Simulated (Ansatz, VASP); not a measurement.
## Zn12BPt12 in two plane-wave programs

One calculation is typed for both programs; each brings its own data sets and cutoff. How far apart do they land? The structure shown is the end of the VASP relaxation below.

Program: Ansatz 0.2.0. Level of theory: plane waves, with VASP 6.6.1 beside it; single point at PBEsol. Results are calculated unless marked as measured.

### Step 1. Starting point

The cell holds 25 atoms: 12 Pt, 12 Zn and 1 B. Its edges and angles: a = 6.336 Å, b = 8.501 Å, c = 6.947 Å, α = 90.0°, β = 90.0°, γ = 63.4°. It derives from ZnPt. Nearest the centre at fractional (0.000, 0.167, 0.250): B25 at 1.38 Å, Zn13 at 1.54 Å, Zn19 at 1.54 Å, Pt2 at 2.25 Å, Pt1 at 2.25 Å, Pt4 at 2.39 Å, Pt3 at 2.42 Å, Zn23 at 3.19 Å.

### Step 2. VASP: relaxation, PBEsol

This run makes the geometry at which the two programs are then compared.

Lines of VASP's logs that name or quote its potential files are left out, and so is its time.

The input, INCAR:

```
SYSTEM = Zn12BPt12
PREC = Normal
ENCUT = 320
EDIFF = 1E-05
NELM = 120
ISMEAR = 1
SIGMA = 0.15
LREAL = Auto
ALGO = Fast
GGA = PS
LORBIT = 11
LWAVE = .FALSE.
LCHARG = .FALSE.
KPAR = 3
IBRION = 2
NSW = 60
ISIF = 2
EDIFFG = -0.05
POTIM = 0.4
MAXMIX = 40
ISYM = 0
```

The input, POSCAR:

```
Zn12BPt12
1.0
    5.6674863488      2.8337431744      0.0000000000
    0.0000000000      8.5012295232      0.0000000000
    0.0000000000      0.0000000000      6.9465166558
Pt Zn B
12 12 1
Direct
    0.0031614829     -0.0018659824     -0.0042663636
   -0.0003882171     -0.0009194500      0.5022322665
    0.0006833112      0.3292688256     -0.0034410429
    0.0031188043      0.3338929476      0.4981566492
   -0.0000037011      0.6677161571      0.0013486021
    0.0030921722      0.6662393509      0.4997269759
    0.4990865507      0.1694548912     -0.0064805265
    0.4995106990      0.1669074031      0.4958962196
    0.5011744664      0.4980763069      0.0024831001
    0.4995567979      0.5017219845      0.5035092224
    0.5013513207      0.8308226707     -0.0043599367
    0.5061875195      0.8310090007      0.4980175245
    0.2505090690      0.0827133292      0.2524534376
    0.2501197292      0.0833257708      0.7479426243
    0.2516570595      0.4136820378      0.2519171895
    0.2553778251      0.4112870806      0.7428993786
    0.2521769042      0.7552685519      0.2471181964
    0.2455864181      0.7528568028      0.7475794441
    0.7482142860      0.2497762565      0.2515317089
    0.7485697280      0.2511305048      0.7494917359
    0.7470192390      0.5835744968      0.2472636655
    0.7500229907      0.5806816611      0.7468534032
    0.7551414745      0.9148277206      0.2498448085
    0.7518051615      0.9150748376      0.7493420145
    0.0015003079      0.2918309758      0.2466622214
```

The input, KPOINTS:

```
Automatic mesh
0
Gamma
3 3 3
0 0 0
```

The projector-augmented-wave data sets are Pt, Zn and B (PBE family, release 64).

Run with:

```sh
$ mpirun -np 3 vasp_std
```

Numbers of over 12 decimals in the logs are rounded to 6 here.

Log:

```text
[banner, memory and clock lines left out]
running    3 mpi-ranks, on    1 nodes
 distrk:  each k-point on    1 cores,    3 groups
 distr:  one band on    1 cores,    1 groups

 POSCAR found type information on POSCAR PtZnB
 POSCAR found :  3 types and      25 ions
|                                                                             |
|               ----> ADVICE to this user running VASP <----                  |
|                                                                             |
|     You enforced a specific xc type in the INCAR file but a different       |
|     [... a line on the potential file left out ...]
|     I HOPE YOU KNOW WHAT YOU ARE DOING!                                     |
|                                                                             |

 LDA part: xc-table for (Slater+PW92), standard interpolation
 POSCAR, INCAR and KPOINTS ok, starting setup
 FFT: planning ... GRIDC
 FFT: planning ... GRID_SOFT
 FFT: planning ... GRID
 WAVECAR not read
 entering main loop
       N       E                     dE             d eps       ncg     rms          rms(c)
DAV:   1     0.241183034518E+04    0.24118E+04   -0.83308E+04  4488   0.166E+03
DAV:   2     0.269595397680E+03   -0.21422E+04   -0.20404E+04  4480   0.462E+02
DAV:   3    -0.102791126612E+03   -0.37239E+03   -0.34011E+03  4648   0.168E+02
DAV:   4    -0.126085860755E+03   -0.23295E+02   -0.22675E+02  4952   0.476E+01
DAV:   5    -0.126577560553E+03   -0.49170E+00   -0.48961E+00  4840   0.591E+00    0.474E+01
RMM:   6    -0.118622236163E+03    0.79553E+01   -0.24132E+01  4480   0.163E+01    0.230E+01
RMM:   7    -0.118122610703E+03    0.49963E+00   -0.27469E+00  4480   0.474E+00    0.772E+00
RMM:   8    -0.118017394732E+03    0.10522E+00   -0.72052E-01  4485   0.267E+00    0.279E+00
RMM:   9    -0.117975402492E+03    0.41992E-01   -0.14532E-01  4506   0.159E+00    0.501E-01
RMM:  10    -0.117974347431E+03    0.10551E-02   -0.27435E-02  4507   0.427E-01    0.300E-01
RMM:  11    -0.117974078141E+03    0.26929E-03   -0.54906E-03  4556   0.203E-01    0.174E-01
RMM:  12    -0.117974046361E+03    0.31780E-04   -0.17138E-03  4504   0.116E-01    0.687E-02
RMM:  13    -0.117974047455E+03   -0.10946E-05   -0.50366E-04  4746   0.634E-02    0.424E-02
RMM:  14    -0.117974051395E+03   -0.39391E-05   -0.15478E-04  4738   0.322E-02    0.266E-02
RMM:  15    -0.117974049699E+03    0.16958E-05   -0.27997E-05  3014   0.148E-02
   1 F= -.11797405E+03 E0= -.11797136E+03  d E =-.117974E+03
[... from here on, the cycles between the ionic steps are left out ...]
   2 F= -.12035620E+03 E0= -.12035822E+03  d E =-.238215E+01
   3 F= -.12037424E+03 E0= -.12037593E+03  d E =-.240019E+01
  12 F= -.12067168E+03 E0= -.12067291E+03  d E =-.482636E-02
  13 F= -.12067386E+03 E0= -.12067515E+03  d E =-.700422E-02
  14 F= -.12067412E+03 E0= -.12067545E+03  d E =-.726648E-02
  15 F= -.12067650E+03 E0= -.12067784E+03  d E =-.237701E-02
  16 F= -.12067656E+03 E0= -.12067791E+03  d E =-.244234E-02
  17 F= -.12067850E+03 E0= -.12067982E+03  d E =-.193538E-02
  18 F= -.12067905E+03 E0= -.12068035E+03  d E =-.248495E-02
  19 F= -.12067920E+03 E0= -.12068049E+03  d E =-.263450E-02
  20 F= -.12067996E+03 E0= -.12068125E+03  d E =-.760171E-03
  21 F= -.12068059E+03 E0= -.12068188E+03  d E =-.138886E-02
 curvature:  -3.02 expect dE=-0.169E-02 dE for cont linesearch -0.650E-05
 trial: gam= 0.55601 g(F)=  0.559E-03 g(S)=  0.000E+00 ort = 0.651E-04 (trialstep = 0.166E+01)
 search vector abs. value=  0.124E-02
 bond charge predicted
       N       E                     dE             d eps       ncg     rms          rms(c)
DAV:   1    -0.120680962602E+03   -0.37119E-03   -0.44220E-01  4480   0.172E+00    0.663E-02
RMM:   2    -0.120681227005E+03   -0.26440E-03   -0.30149E-03  4480   0.195E-01    0.494E-02
RMM:   3    -0.120681247557E+03   -0.20552E-04   -0.49658E-04  4551   0.689E-02    0.314E-02
RMM:   4    -0.120681247211E+03    0.34574E-06   -0.14436E-04  4564   0.373E-02    0.222E-02
RMM:   5    -0.120681245656E+03    0.15553E-05   -0.57902E-05  3585   0.219E-02
  22 F= -.12068125E+03 E0= -.12068251E+03  d E =-.657485E-03
 trial-energy change:   -0.000657  1 .order   -0.000595   -0.000985   -0.000205
 step:   1.9342(harm=  2.0905)  dis= 0.00790  next Energy=  -120.681263 (dE=-0.675E-03)
 reached required accuracy - stopping structural energy minimisation
```

Parts of OUTCAR (step 2):

```text
ion  position               nearest neighbor table
   1  0.003  0.998  0.996-  18 2.61  17 2.62  14 2.64  24 2.64  20 2.66  23 2.66  13 2.68  19 2.69
                             3 2.81   5 2.82  11 2.82   7 2.86   2 3.43
   2  1.000  0.999  0.502-  18 2.61  24 2.63  14 2.64  23 2.64  20 2.65  17 2.65  13 2.66  19 2.66
                             6 2.82   8 2.83   4 2.86  12 2.87   1 3.43
   3  0.001  0.329  0.997-  25 1.77  20 2.62  14 2.63  22 2.66  13 2.66  19 2.67  21 2.68  16 2.68
                            15 2.69   1 2.81   7 2.83   9 2.83   5 2.88   4 3.46   4 3.48
   4  0.003  0.334  0.498-  25 1.78  16 2.61  15 2.61  13 2.63  22 2.64  14 2.65  19 2.66  21 2.66
                            20 2.68   8 2.81   6 2.83  10 2.85   2 2.86   3 3.46   3 3.48
   5  1.000  0.668  0.001-  23 2.62  24 2.65  21 2.65  18 2.66  17 2.66  15 2.68  22 2.69  16 2.73
                             1 2.82  11 2.83   9 2.84   3 2.88   6 3.46   6 3.48
   6  0.003  0.666  0.500-  18 2.62  23 2.64  24 2.65  16 2.65  15 2.65  22 2.66  17 2.69  21 2.69
                            10 2.81  12 2.82   2 2.82   4 2.83   5 3.46   5 3.48
   7  0.499  0.169  0.994-  16 2.61  20 2.61  14 2.64  24 2.65  15 2.66  19 2.67  13 2.70  23 2.71
                             9 2.80   3 2.83   1 2.86  11 2.87   8 3.46   8 3.49
   8  0.500  0.167  0.496-  16 2.60  15 2.61  19 2.62  13 2.62  23 2.65  14 2.66  20 2.67  24 2.68
                             4 2.81   2 2.83  12 2.84  10 2.85   7 3.46   7 3.49
   9  0.501  0.498  0.002-  21 2.62  19 2.64  20 2.65  15 2.65  17 2.66  22 2.67  16 2.69  18 2.70
                             7 2.80  11 2.83   3 2.83   5 2.84  10 3.47  10 3.48
  10  0.500  0.502  0.504-  22 2.60  16 2.61  20 2.63  18 2.64  21 2.66  19 2.67  15 2.67  17 2.69
                             6 2.81  12 2.82   8 2.85   4 2.85   9 3.47   9 3.48
  11  0.501  0.831  0.996-  17 2.62  21 2.64  24 2.64  22 2.64  18 2.64  14 2.65  23 2.69  13 2.69
                             1 2.82   5 2.83   9 2.83   7 2.87  12 3.46  12 3.49
  12  0.506  0.831  0.498-  21 2.63  22 2.64  17 2.64  23 2.64  24 2.64  13 2.65  14 2.67  18 2.67
                             6 2.82  10 2.82   8 2.84   2 2.87  11 3.46  11 3.49
  13  0.251  0.083  0.252-  25 1.77   8 2.62   4 2.63  12 2.65   2 2.66   3 2.66   1 2.68  11 2.69
                             7 2.70  17 2.78  15 2.82  19 2.85  23 2.86
  14  0.250  0.083  0.748-   3 2.63   1 2.64   2 2.64   7 2.64   4 2.65  11 2.65   8 2.66  12 2.67
                            16 2.80  18 2.82  20 2.84  24 2.84
  15  0.252  0.414  0.252-  25 2.25   8 2.61   4 2.61   6 2.65   9 2.65   7 2.66  10 2.67   5 2.68
                             3 2.69  19 2.81  13 2.82  21 2.86  17 2.91
  16  0.255  0.411  0.743-   8 2.60   7 2.61  10 2.61   4 2.61   6 2.65   3 2.68   9 2.69   5 2.73
                            20 2.80  14 2.80  22 2.86  18 2.88
  17  0.252  0.755  0.247-  11 2.62   1 2.62  12 2.64   2 2.65   9 2.66   5 2.66   6 2.69  10 2.69
                            13 2.78  21 2.81  23 2.82  15 2.91
  18  0.246  0.753  0.748-   2 2.61   1 2.61   6 2.62  10 2.64  11 2.64   5 2.66  12 2.67   9 2.70
                            24 2.80  14 2.82  22 2.86  16 2.88
  19  0.748  0.250  0.252-  25 1.79   8 2.62   9 2.64   2 2.66   4 2.66  10 2.67   3 2.67   7 2.67
                             1 2.69  15 2.81  23 2.83  21 2.83  13 2.85
  20  0.749  0.251  0.749-   7 2.61   3 2.62  10 2.63   9 2.65   2 2.65   1 2.66   8 2.67   4 2.68
                            16 2.80  22 2.81  14 2.84  24 2.85
  21  0.747  0.584  0.247-  25 2.27   9 2.62  12 2.63  11 2.64   5 2.65  10 2.66   4 2.66   3 2.68
                             6 2.69  17 2.81  19 2.83  23 2.84  15 2.86
  22  0.750  0.581  0.747-  10 2.60   4 2.64  12 2.64  11 2.64   3 2.66   6 2.66   9 2.67   5 2.69
                            20 2.81  24 2.85  18 2.86  16 2.86
  23  0.755  0.915  0.250-   5 2.62  12 2.64   6 2.64   2 2.64   8 2.65   1 2.66  11 2.69   7 2.71
                            17 2.82  19 2.83  21 2.84  13 2.86
  24  0.752  0.915  0.749-   2 2.63   1 2.64  11 2.64  12 2.64   5 2.65   6 2.65   7 2.65   8 2.68
                            18 2.80  14 2.84  20 2.85  22 2.85
  25  0.002  0.292  0.247-   3 1.77  13 1.77   4 1.78  19 1.79  15 2.25  21 2.27

 Found     14 irreducible k-points:

   k-points           NKPTS =     14   k-points in BZ     NKDIM =     14   number of bands    NBANDS=    160

   dimension x,y,z NGX =    28 NGY =   40 NGZ =   30
   dimension x,y,z NGXF=    56 NGYF=   80 NGZF=   60

   ENCUT  =  320.0 eV  23.52 Ry    4.85 a.u.   9.24 12.40 10.13*2*pi/ulx,y,z

   NELECT =     267.0000    total number of electrons

 k-points in reciprocal lattice and weights: Automatic mesh
   0.00000000  0.00000000  0.00000000       0.037
   0.33333333  0.00000000  0.00000000       0.074
   0.00000000  0.33333333  0.00000000       0.074
   0.33333333  0.33333333  0.00000000       0.074
  -0.33333333  0.33333333  0.00000000       0.074
   0.00000000  0.00000000  0.33333333       0.074
   0.33333333  0.00000000  0.33333333       0.074
  -0.33333333  0.00000000  0.33333333       0.074
   0.00000000  0.33333333  0.33333333       0.074
[...]
-0.33333333  0.33333333  0.33333333       0.074
   0.33333333 -0.33333333  0.33333333       0.074

 average (electrostatic) potential at core
       1 -65.8202       2 -65.8204       3 -66.4832       4 -66.4872       5 -65.8219
       6 -65.8223       7 -65.7960       8 -65.7981       9 -65.7910      10 -65.7946
      11 -65.8442      12 -65.8472      13 -31.4449      14 -31.1257      15 -31.4332
      16 -31.1217      17 -31.1786      18 -31.1579      19 -31.4403      20 -31.1237
      21 -31.4408      22 -31.1225      23 -31.1965      24 -31.1509      25 -25.7095

 E-fermi :   8.0957

 k-point     1 :       0.0000    0.0000    0.0000
  band No.  band energies     occupation
    ...
    131       6.8775      2.00000
    132       7.0359      2.00000
    133       7.2271      2.00000
    134       7.4585      2.00000
    135       7.8292      2.03068
    136       8.2959     -0.06774
    137       8.5256     -0.00039
    138       8.8442     -0.00000
    139       8.9612     -0.00000
    140       9.1261     -0.00000
    ...

 k-point     2 :       0.3333    0.0000    0.0000
  band No.  band energies     occupation
    ...
    131       6.5248      2.00000
    132       6.8093      2.00000
    133       7.0179      2.00000
    134       7.3766      2.00000
    135       8.0571      1.42030
    136       8.3188     -0.05645
    137       8.7156     -0.00000
    138       9.0814     -0.00000
    139       9.4543     -0.00000
    140       9.7828     -0.00000
    ...

 k-point     3 :       0.0000    0.3333    0.0000
  band No.  band energies     occupation
    ...
    130       6.7281      2.00000
    131       7.0786      2.00000
    132       7.4019      2.00000
    133       7.8762      2.05850
    134       8.0001      1.87209
    135       8.4876     -0.00138
    136       8.7949     -0.00000
    137       8.8067     -0.00000
    138       8.9598     -0.00000
    139       9.0947     -0.00000
    ...

  Total       12.5609798     12.0882610     16.1127630     -0.3823375     -0.0891823     -0.0079922
  in kB       60.1304970     57.8675514     77.1331907     -1.8302826     -0.4269235     -0.0382594
  external PRESSURE =      65.0437464 kB  Pullay stress =       0.0000000 kB

  energy-cutoff  :      320.00
  volume of cell :      334.69
      direct lattice vectors                 reciprocal lattice vectors
     5.667486349  2.833743174  0.000000000     0.176445065  0.000000000  0.000000000
     0.000000000  8.501229523  0.000000000    -0.058815022  0.117630044  0.000000000
     0.000000000  0.000000000  6.946516656     0.000000000  0.000000000  0.143957043

 POSITION                                       TOTAL-FORCE (eV/Angst)
 -----------------------------------------------------------------------------------
      5.66215     11.30536      0.00674         0.003579      0.011749     -0.008165
      5.66387     11.30374      3.45465        -0.004304      0.005274     -0.007677
      0.01172      2.82789      6.71390        -0.006597      0.005003      0.010571
      0.00772      2.82415      3.67038         0.011018      0.014141      0.023066
      0.02030      5.67525      6.93925        -0.009360      0.005996      0.006613
      0.01985      5.67511      3.46027        -0.006506     -0.003619     -0.003707
      2.82361      2.79603      6.90219        -0.003478     -0.006996      0.002576
      2.82269      2.79547      3.50204         0.000224     -0.005537     -0.008664
      2.85730      5.67138      6.93003        -0.001131     -0.001964      0.011005
      2.85528      5.67186      3.46588        -0.003803     -0.011010      0.004737
      2.84203      8.48688      6.91424        -0.004805     -0.009408     -0.000913
      2.84209      8.48613      3.48690         0.006040     -0.008056     -0.001002
      1.53027      1.29288      1.72885         0.001821     -0.001233      0.001583
      1.45187      1.31824      5.19966         0.002541      0.013644      0.007630
      1.51284      4.32891      1.72718         0.016306      0.010014     -0.003053
      1.48731      4.31641      5.19813        -0.012780     -0.012715     -0.003335
      1.43095      7.07069      1.72793        -0.015001     -0.001187     -0.007285
      1.42132      7.07498      5.20276         0.009591     -0.005713     -0.007688
      4.13142      4.10550      1.72984         0.016520      0.004166      0.000166
      4.20556      4.17355      5.19991        -0.013254     -0.002226      0.003708
      4.16430      7.18970      1.72730        -0.000420     -0.013474     -0.000199
      4.21509      7.14116      5.19863         0.002739     -0.014328      0.001013
      4.24752      9.90054      1.72844         0.005350      0.008479      0.002852
      4.26731      9.89704      5.20178         0.005754      0.004298      0.000297
      5.65282      5.62706      1.71897        -0.000043      0.014702     -0.024131
 -----------------------------------------------------------------------------------
    total drift:                               -0.001321      0.140756     -0.003784

  FREE ENERGIE OF THE ION-ELECTRON SYSTEM (eV)
  ---------------------------------------------------
  free  energy   TOTEN  =      -120.6812456559 eV

  energy  without entropy=     -120.6850343305  energy(sigma->0) =     -120.68250855

 reached required accuracy - stopping structural energy minimisation

 total charge
# of ion       s       p       d       tot
------------------------------------------
    1        0.642   0.561   8.182   9.385
    2        0.643   0.562   8.182   9.387
    3        0.706   0.742   8.156   9.604
    4        0.705   0.741   8.154   9.600
    5        0.644   0.564   8.182   9.390
    6        0.644   0.564   8.182   9.391
    7        0.649   0.578   8.193   9.420
    8        0.649   0.578   8.194   9.421
    9        0.646   0.574   8.192   9.412
   10        0.647   0.575   8.193   9.415
   11        0.668   0.613   8.193   9.474
   12        0.669   0.614   8.193   9.476
   13        0.570   0.569   9.785  10.925
   14        0.572   0.576   9.794  10.942
   15        0.561   0.566   9.787  10.914
   16        0.566   0.567   9.796  10.929
   17        0.553   0.550   9.788  10.891
   18        0.556   0.547   9.789  10.891
   19        0.569   0.573   9.787  10.929
   20        0.565   0.564   9.796  10.925
   21        0.570   0.571   9.786  10.926
   22        0.571   0.573   9.793  10.937
   23        0.552   0.549   9.787  10.889
   24        0.557   0.549   9.790  10.896
   25        0.765   1.151   0.000   1.916
--------------------------------------------------
tot         15.435  15.174 215.674 246.283

[... 3 further parts left out ...]
```

[end of part 1 of 2]

[Lines on the potential files, build, host, timing and source positions are cut from VASP's logs without a mark.]

[Logs are printed without paths, hosts, clocks, repeated set-up lines and the standing remarks that a program may print on its own settings, such as how far it seeks lower states.]

[Hosts, paths, dates, database ids (printed as entryN), source tags and the programs' standing remarks are cut or masked in the printed files.]
